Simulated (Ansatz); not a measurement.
Candidate structures of Rb

All numbers below come from DFT, LDA, all-electron LAPW, scalar-relativistic (Ansatz 0.2.0).

Each cell is taken as listed (from a database or a relaxation; residual pressures are under 0.6 GPa and forces under 0.08 eV/Å), on meshes of about 0.2 Å⁻¹ spacing; energies are extrapolated to zero smearing, with no zero-point or thermal terms. Other structures, the observed one among them, may be missing from this set and lie lower. No run is spin-polarised.

Task: Order the structures by energy per atom, lowest first, and give the differences.
A.
Space group Im-3m (No. 229). a = 5.612 Å, b = 5.612 Å, c = 5.612 Å, α = 90.00°, β = 90.00°, γ = 90.00°
| atom | site | symmetry | x | y | z |
| --- | --- | --- | --- | --- | --- |
| Rb | 2a | m-3m | 0.0000 | 0.0000 | 0.0000 |
(COD 9012874, measured; 10×10×10 mesh on the primitive cell, smearing 0.05 eV, P = -0.4 GPa)
B.
```
Rb
1.0
    -2.37899    2.37899    8.48867
     2.37899   -2.37899    8.48867
     2.37899    2.37899   -8.48867
Rb
2
Cartesian
  2.3790 0.0000 4.2443
  0.0000 0.0000 8.4887
```
(MP-relaxed cell mp-639736; 12×12×12 mesh on the primitive cell, smearing 0.03 eV, P = -0.4 GPa)

Result: A (0 meV/atom), B (59 meV/atom).
